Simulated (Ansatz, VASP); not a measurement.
# Ti in VASP and in Ansatz

The input INCAR:

```
SYSTEM = Ti
  PREC = Accurate
  ENCUT = 600
  EDIFF = 1E-7
  ISMEAR = -1
  SIGMA = 0.1
  LREAL = .FALSE.
  LASPH = .TRUE.
  NELM = 100
  ALGO = Normal
  ISIF = 3
  LWAVE = .FALSE.
  LCHARG = .FALSE.
  GGA = PS
  IBRION = 2
  NSW = 80
  EDIFFG = -0.01
```

File KPOINTS:

```
regular mesh
0
G
  12 12 12
  0 0 0
```

File POSCAR:

```
Ti
1.0
    2.6717143674      0.0000000000      0.0000000000
    0.0000000000      2.6717143674      0.0000000000
    0.0000000000      0.0000000000      2.6717143674
Ti
1
Direct
    0.0000000000      0.0000000000      0.0000000000
```

Input for Ansatz:

```yaml
crystal:
  lattice:
    - [2.6717143674, 0.0, 0.0]
    - [0.0, 2.6717143674, 0.0]
    - [0.0, 0.0, 2.6717143674]
  atoms:
    - { symbol: Ti, position: [0.0, 0.0, 0.0] }
hamiltonian:
  xc: pbesol
  pseudopotentials:
    kind: paw
    azcp:
      Ti: "pseudopotentials/Ti.paw.azcp"
basis:
  ecutwfc: 420
  fft_grid_basis: typed
kpoints:
  mp_grid: { grid: [12, 12, 12], shift: [0, 0, 0] }
magnetization:
  spin_polarized: false
scf:
  occupations: { method: fermi_dirac, width: 0.1 }
relax:
  max_steps: 60
  f_tol: 0.01
  cell: {}
```

The cell was built by a generator and needn't be a form met in nature.

Alike in both runs: task relaxation of cell and atoms; functional PBEsol; k mesh 12 × 12 × 12; occupations fermi-dirac, width 0.1 eV; no spin polarisation.

|  | VASP | Ansatz |
| --- | --- | --- |
| version | VASP 6.6.1 | Ansatz 0.2.0 |
| potentials or method | VASP PAW PBE potentials, release 64 (Ti_sv) | plane waves (420 eV) with PAW, scalar-relativistic |
| plane-wave cutoff (eV) | 600 | 420 |
| valence electrons in the cell | 12 | 12 |

```tsv
	VASP	Ansatz	Ansatz less VASP
relaxed volume (Å³/atom)	17.53	17.57	+0.038
relaxed cell length with the largest relative difference (Å)	2.598	2.600	+0.0019
energy change over the relaxation (meV/atom)	-31	-30	+1.3
```

Ansatz warned: «pseudo_functional_mismatch».

Caveats: the PAW data sets were made with another functional, which shifts forces and pressure a little (VASP).
